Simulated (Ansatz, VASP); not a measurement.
This is a calculation of Sb for Ansatz 0.2.0.

File input.yaml:

```yaml
crystal:
  lattice:
    - [2.1542, 1.2437279499, 3.758]
    - [-2.1542, 1.2437279499, 3.758]
    - [0.0, -2.4874558998, 3.758]
  atoms:
    - { symbol: Sb, position: [0.76651, 0.76651, 0.76651] }
    - { symbol: Sb, position: [0.23349, 0.23349, 0.23349] }
kpoints:
  mp_grid: { grid: [8, 8, 8] }
scf:
  occupations: { method: fermi_dirac, width: 0.05 }
hamiltonian:
  xc: blyp
  dispersion: d3bj
  pseudopotentials: { kind: all_electron, lapw: { basis_error: 0.001 } }
output:
  forces: true
  stress: true
relax:
  f_tol: 0.01
  max_steps: 60
  cell: {}
```

Potentials or basis: all-electron LAPW, scalar-relativistic.

Launch:

```console
$ ansatz run input.yaml --threads 1 --pin off --max-ram 3072MiB --backend cpu --events-out ev --progress --plain --runs-dir out
```

Question: Set up the same calculation for VASP 6.6.1. Potentials there: VASP PAW PBE potentials, release 64 (Sb).

Answer: As run (the cutoff follows the program's own potentials):

File INCAR:

```
PREC = Accurate
ENCUT = 600
EDIFF = 1E-6
ISMEAR = -1
SIGMA = 0.05
LREAL = False
LASPH = True
NELM = 100
ALGO = Normal
ISIF = 3
LWAVE = False
LCHARG = False
GGA = B5
ALDAX = 1.0
AGGAX = 1.0
AGGAC = 1.0
ALDAC = 0.0
IVDW = 12
VDW_S6 = 1.0
VDW_S8 = 2.6996
VDW_A1 = 0.4298
VDW_A2 = 4.2359
IBRION = 2
NSW = 80
EDIFFG = -0.01
```

File KPOINTS:

```
Automatic mesh
0
Gamma
  8 8 8
```

POSCAR

```
Sb
1.0
    2.1542000000      1.2437279499      3.7580000000
   -2.1542000000      1.2437279499      3.7580000000
    0.0000000000     -2.4874558998      3.7580000000
Sb
2
Direct
    0.7665100000      0.7665100000      0.7665100000
    0.2334900000      0.2334900000      0.2334900000
```

Potentials or basis: VASP PAW PBE potentials, release 64 (Sb).

Run with:

```bash
$ cat potpaw_PBE.64/Sb/POTCAR > POTCAR
$ mpirun -np 1 vasp_std > vasp.out
```

Both were run:

|  | VASP | Ansatz | Ansatz less VASP |
| --- | --- | --- | --- |
| relaxed volume (Å³/atom) | 30.36 | 30.29 | -0.067 |
| relaxed cell length with the largest relative difference (Å) | 4.485 | 4.486 | +0.0008 |
| energy change over the relaxation (meV/atom) | -3 | -2 | +1.6 |

Ansatz ran all-electron here, so the differences hold the error of VASP's frozen core and of both bases.

Caveats: the PAW data sets were made with another functional, which shifts forces and pressure a little (VASP); pairwise dispersion overbinds metals, which lowers pressure and volume (VASP). The runs have no spin-orbit coupling, so splittings on Sb are missing. Zero-point motion and thermal expansion aren't in these numbers.
